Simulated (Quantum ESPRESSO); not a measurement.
Crystal: SnO.

```
Sn O
1.0
     3.81370    0.00000    0.00000
     0.00000    3.81370    0.00000
     0.00000    0.00000    4.88691
Sn O
2 2
Direct
  0.50000 0.00000 0.76463
  0.00000 0.50000 0.23537
  0.00000 0.00000 0.00000
  0.50000 0.50000 0.00000
```

The cell is a database's computed one.

Base run:

* Program: Quantum ESPRESSO 7.5
* Functional: PBE
* Potentials or basis: SSSP 1.3 efficiency PBE
* Cutoff: 816 eV
* Density cutoff: 6531 eV
* k mesh: 7 × 7 × 6
* Occupations: fermi-dirac, width 0.05 eV
* Spin: no spin polarisation

Its results: band gap on the k mesh 0.38 eV, indirect (least direct gap 2.05 eV); pressure 3.7 GPa; largest force 0.433 eV/Å.

Task: After a change of settings the same cell gave: band gap on the k mesh 0.37 eV, indirect (least direct gap 1.98 eV); pressure -0.5 GPa; largest force 0.112 eV/Å. Which change was it?
A. potentials or basis from SSSP 1.3 efficiency PBE to SG15 PBE 1.2; cutoff from 816 eV to 1197 eV; density cutoff from 6531 eV to 4789 eV; k mesh from 7 × 7 × 6 to 3 × 3 × 3
B. functional from PBE to PBEsol; potentials or basis from SSSP 1.3 efficiency PBE to GBRV 1.5 PBEsol; cutoff from 816 eV to 925 eV; density cutoff from 6531 eV to 7401 eV
C. potentials or basis from SSSP 1.3 efficiency PBE to GBRV 1.5 PBE; cutoff from 816 eV to 925 eV; density cutoff from 6531 eV to 7401 eV

Result: B.

Caveats: spin-orbit coupling is left out, which moves the levels of the heavy elements; an odd mesh through Γ misses points on the zone boundary, where band edges often lie.

Not every run made on this cell is shown here.
